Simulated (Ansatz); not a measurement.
# AlN (P6_3mc) in Ansatz: reference runs

Reference runs on AlN: the cell as given.

All numbers are computed with Ansatz 0.2.0; they aren't measurements. Logs are shortened: lines on timing, memory, paths and dates and some standing lists are left out, and cuts for length are marked.

**Measured values to compare with.**

“Self-assembly of well-separated AlN nanowires directly on sputtered metallic TiN films”, 2019, arxiv:1910.07391 quotes, for a bulk crystal of AlN at 10 K: band gap 6.034 eV (an exciton energy, a little under the gap).

The results are compared with them further down.

## Step 1: The structure

The structure is hexagonal, space group P6_3mc (No. 186). The conventional cell has a = 3.113 Å, b = 3.113 Å, c = 4.981 Å, α = 90.00°, β = 90.00°, γ = 120.00°. Al (site symmetry 3m) has 4 N at 1.89 Å as nearest neighbours. N (site symmetry 3m) is surrounded by 4 Al at 1.89 Å.

## Step 2: Single point, PBEsol

input.yaml reads:

```yaml
crystal:
  lattice:
    - [3.113, 0.0, 0.0]
    - [-1.5565, 2.695937082, 0.0]
    - [0.0, 0.0, 4.981]
  atoms:
    - { symbol: Al, position: [0.6666666667, 0.3333333333, 0.5] }
    - { symbol: Al, position: [0.3333333333, 0.6666666667, 0.0] }
    - { symbol: "N", position: [0.6666666667, 0.3333333333, 0.88] }
    - { symbol: "N", position: [0.3333333333, 0.6666666667, 0.38] }
kpoints:
  mp_grid: { grid: [10, 10, 6] }
scf:
  occupations: { method: fermi_dirac, width: 0.05 }
hamiltonian:
  xc: pbesol
  pseudopotentials: { kind: all_electron, lapw: { basis_error: 0.001 } }
output:
  forces: true
  stress: true
  eigenvalues: true
  populations: true
```

Potentials or basis: all-electron LAPW, scalar-relativistic.

The run is started by

```
$ ansatz run input.yaml --threads 2 --pin off --max-ram 8192MiB --backend cpu --events-out ev --progress --plain --runs-dir out
```

The program printed:

```text
Warning: RAYON_NUM_THREADS=2 ignored (pool sized by the plan → 2); use --threads N
Al: projections on atomic orbitals take those of the free atom 1s2 2s2 2p6 3s2 3p1, of charge +0.00 (hamiltonian.pseudopotentials.projection_atoms)
N: projections on atomic orbitals take those of the free atom 1s2 2s2 2p3, of charge +0.00 (hamiltonian.pseudopotentials.projection_atoms)
LAPW: plane waves up to 9.949 Å⁻¹, error target 1.0e-3 eV per atom; small_component_spin mean_spin; N in spheres of 0.908 Å, 7 of its electrons in bands, Dirac shells []; Al in spheres of 0.985 Å, 11 of its electrons in bands, Dirac shells [] (how accurate: hamiltonian.pseudopotentials.lapw.basis_error, Limitations)
Engine: ansatz 0.2.0, aarch64-unknown-linux-gnu
Pseudopotentials: kind: all_electron
Pseudopotential: Al, LAPW, valence charge 11, lapw/all_electron/scalar/gaussian/Al, Koelling and Harmon's equation, gaussian nucleus
Pseudopotential: N, LAPW, valence charge 7, lapw/all_electron/scalar/gaussian/N, Koelling and Harmon's equation, gaussian nucleus
Functional definition: PBEsol
  exchange = pbesol_x
  correlation = pbesol_c
Crystal: 4 atoms, lattice volume = 41.803 Å³
Basis set: ecut = 377.1041995513231 eV, 687 PW (Γ), exchange–correlation at level 2
Bands: 22, of which v1, the nominal top of the filled ones, is band 18 counted from 1 (17 counted from 0)
Symmetry: 12 space group operations
Space group: P63mc (ITA 186), of the structure as read, at distance tolerance 3.5e-5 Å
k-points: 56 of 600 (time reversal used)
Non-local potential: Al, projectors of the file, none
Non-local potential: N, projectors of the file, none
Initial density: superposition of atomic densities (chi_scale 0.1, normalization cell, long waves kept (reshape's long-wave potential 0.00 eV rms))
Initial wavefunctions: plane waves of lowest kinetic energy (no species holds an atomic orbital)
Functional: x = pbesol(κ = 0.804, μ = 0.12345679012345678), c = pbesol(β = 0.046)
iter 1 solved again at ethr=2.96e-2 eV; its pass at ethr=1.00e-1 eV (dr2=1.07e1 eV) is discarded
SCF iter   1: F=—  HF=-16168.877451 eV  |F-HF|=—  |Δ(HF+E_count)|=         —  Δρ=1.46e-1  dr2=1.07e1  ethr=2.96e-2  ⟨swp⟩=2.0  Hψ=8457  notcnv=0
preconditioner: auto → Resta (q_TF=auto, 2.661 Å⁻¹)  ε∞=3.5  [insulator: Δε(μ)=5.884 eV  Ē_g=14.563 eV  σ=0.050 eV  W_gap=1.00  n_scr=22 (ndim 8)  ℏωp=23.0 eV  f_vac=0.000  D(μ)=0.00/eV (n_scr^D=0)  ε∞_Penn≈3.5]
iter 2 solved again at ethr=1.19e-3 eV; its pass at ethr=2.96e-2 eV (dr2=4.29e-1 eV) is discarded
SCF iter   2: F=—  HF=-16164.401292 eV  |F-HF|=—  |Δ(HF+E_count)|=    4.48e0  Δρ=3.39e-2  dr2=4.28e-1  ethr=1.19e-3  ⟨swp⟩=2.2  Hψ=6593  notcnv=0  defer=1
SCF iter   3: F=—  HF=-16164.315426 eV  |F-HF|=—  |Δ(HF+E_count)|=         —  Δρ=2.60e-2  dr2=3.36e-1  ethr=1.19e-3  ⟨swp⟩=2.0  Hψ=3751  notcnv=0
the basis was enlarged: its passes take 533.0 KiB over the memory plan, 2 of 2 planned eigensolver slots
SCF iter   4: F=—  HF=-16164.268952 eV  |F-HF|=—  |Δ(HF+E_count)|=   4.65e-2  Δρ=7.78e-3  dr2=2.49e-2  ethr=9.34e-4  ⟨swp⟩=2.0  Hψ=3640  notcnv=0
SCF iter   5: F=—  HF=-16164.264282 eV  |F-HF|=—  |Δ(HF+E_count)|=   4.67e-3  Δρ=1.59e-3  dr2=1.14e-3  ethr=6.93e-5  ⟨swp⟩=2.0  Hψ=3528  notcnv=0
SCF iter   6: F=—  HF=-16164.264254 eV  |F-HF|=—  |Δ(HF+E_count)|=   2.79e-5  Δρ=3.15e-4  dr2=5.68e-5  ethr=3.18e-6  ⟨swp⟩=2.0  Hψ=3528  notcnv=0
SCF iter   7: F=—  HF=-16164.264267 eV  |F-HF|=—  |Δ(HF+E_count)|=   1.29e-5  Δρ=2.41e-5  dr2=2.58e-7  ethr=1.58e-7  ⟨swp⟩=3.0  Hψ=3766  notcnv=0
SCF iter   8: F=-16164.264267 eV  HF=-16164.264267 eV  |F-HF|=3.90e-9  |Δ(HF+E_count)|=   2.66e-8  Δρ=5.33e-6  dr2=1.17e-8  ethr=7.18e-10  ⟨swp⟩=3.0  Hψ=3671  notcnv=0
SCF 1 converged in 8 iterations: F = -16164.264267 eV  dr2 = 1.17e-8
SCF converged after 8 iterations
Free energy (F): -16164.264267 eV
Harris-Foulkes:  -16164.264267 eV  (|F-HF|=3.90e-9)
Internal energy: -16164.264267 eV  (E = F + TS)
E sigma→0 (E₀):  -16164.264267 eV
Fermi energy:    10.654389 eV
--- Per-component energies (eV) ---
  E_band       = -2406.735414
  E_kinetic    = 16178.816166
  E_xc         = -1356.138751
  E_electrostatic = -30986.941682  (all electrons and nuclei)
  E_smearing   = -0.000000  (= −TS)
  E_closure    = 0.000000  (closes the sum)
  E_atoms      = -16132.961984  (free atoms, spherical and without spin; not in F)
  Σ components = -16164.264267   (vs F -16164.264267, Δ=0.00e0)
  Basis errors (estimates in eV, not in F): energy 5.0e-4 per atom: plane waves 4.6e-4 (2.8e-4 summed), levels above the bands 8.9e-74, relativity 2.2e-8, radial functions 4.3e-5, core shells 5.6e-12; eigenvalues (radial functions only) 1.5e-6; not estimated: angular momenta, meshes, grids; target (lapw.basis_error) 1.0e-3; muffin-tin radii N 0.908 Å, Al 0.985 Å
--- Forces (eV/Å), atoms counted from 1 ---
  atom   1  Al     0.00000000     0.00000000    -0.12997020
  atom   2  Al     0.00000000    -0.00000000    -0.12997020
  atom   3  N     -0.00000000     0.00000000     0.12996872
  atom   4  N     -0.00000000    -0.00000000     0.12996872
  max |Σ_I F_I| component: 2.96e-6 eV/Å
--- Stress (GPa, compression-positive) ---
       -0.387970      -0.000000       0.000000
       -0.000000      -0.387970       0.000000
        0.000000       0.000000       1.096236
  P = ⅓ Tr σ = 0.1068 GPa (1.068 kbar)
--- Band table (eV; the first three rows and the last of 56) ---
  k-point 0: bands = ["-363.5467", "-363.5467", "-91.5899", "-91.5889", "-53.2836", "-53.2724", "-53.2685", "-53.2685", "-53.2665", "-53.2665", "-6.5884", "-4.3998", "2.5145", "7.7149", "7.7149", "8.3721", "8.3721", "8.5512", "12.6945", "15.1193", "19.0578", "19.6017"]
  k-point 1: bands = ["-363.5467", "-363.5467", "-91.5899", "-91.5890", "-53.2829", "-53.2732", "-53.2683", "-53.2683", "-53.2666", "-53.2666", "-6.4805", "-4.6130", "2.8910", "7.7565", "7.7565", "7.9451", "8.3257", "8.3257", "13.1877", "15.1866", "18.8839", "19.5685"]
  k-point 2: bands = ["-363.5467", "-363.5467", "-91.5897", "-91.5892", "-53.2808", "-53.2752", "-53.2680", "-53.2680", "-53.2670", "-53.2670", "-6.1677", "-5.1179", "3.8752", "6.6494", "7.8720", "7.8720", "8.2006", "8.2006", "14.1349", "15.2497", "18.6074", "19.6014"]
  k-point 55: bands = ["-363.5467", "-363.5467", "-91.5888", "-91.5888", "-53.2790", "-53.2790", "-53.2724", "-53.2724", "-53.2711", "-53.2711", "-4.0345", "-4.0345", "3.6072", "3.6072", "4.8841", "4.8841", "7.7360", "7.7360", "15.5261", "15.5261", "16.7032", "16.7032"]
--- Löwdin populations: 4 sites ---
  site symbol       q [e]
     0     Al     11.9691
     1     Al     11.9691
     2      N      7.9649
     3      N      7.9649
  spilling = 0.003298 (of n_electrons = 40.000000)
```

It took 18 s on 2 threads of Arm Neoverse V1, shared host; peak memory 0.38 GiB.

Results:

| Item | Value |
| --- | --- |
| Free energy | -16164.2643 eV |
| Pressure | 0.1 GPa |
| Largest force | 0.130 eV/Å |
| Band gap on the k mesh | 4.14 eV, direct |
| Loewdin charges | Al +1.03; N -0.96 e |

Forces in eV/Å, atoms in the order of the input:
```
Al   0.000  0.000 -0.130
Al   0.000  0.000 -0.130
N    0.000  0.000  0.130
N    0.000  0.000  0.130
```

## Step 3: Equation of state, PBEsol

Potentials or basis: all-electron LAPW, scalar-relativistic.

This step only gathers the single runs of the series.

Results:

- Equilibrium volume: 10.46 Å³/atom
- Bulk modulus at fixed shape and positions: 201 GPa
- Pressure derivative of the bulk modulus: 3.9

Energy against volume, from the lowest point:
```csv
volume (Å³/atom),energy (meV/atom)
9.824,26.57
10.033,11.50
10.242,2.85
10.451,0.00
10.660,2.41
10.869,9.59
11.078,21.09
```

Caveat: the cell was scaled at fixed shape and fractional positions, which overstates the stiffness of a crystal with free parameters, most of all of layers and chains.

## Step 4: Comparison with measurements

Step 2. A measured gap of AlN is 6.034 eV (an exciton energy, a little under the gap; 10 K; quoted in “Self-assembly of well-separated AlN nanowires directly on sputtered metallic TiN films”, 2019, arxiv:1910.07391); the calculated 4.14 eV misses it by -1.89 eV. 2 values of this kind are on record (6.034 to 6.0343 eV); this one was drawn at random. The value is that of PBEsol on a finite k mesh, which can miss the band edges, without temperature or zero-point motion. Semilocal functionals fall short of measured gaps as a rule.
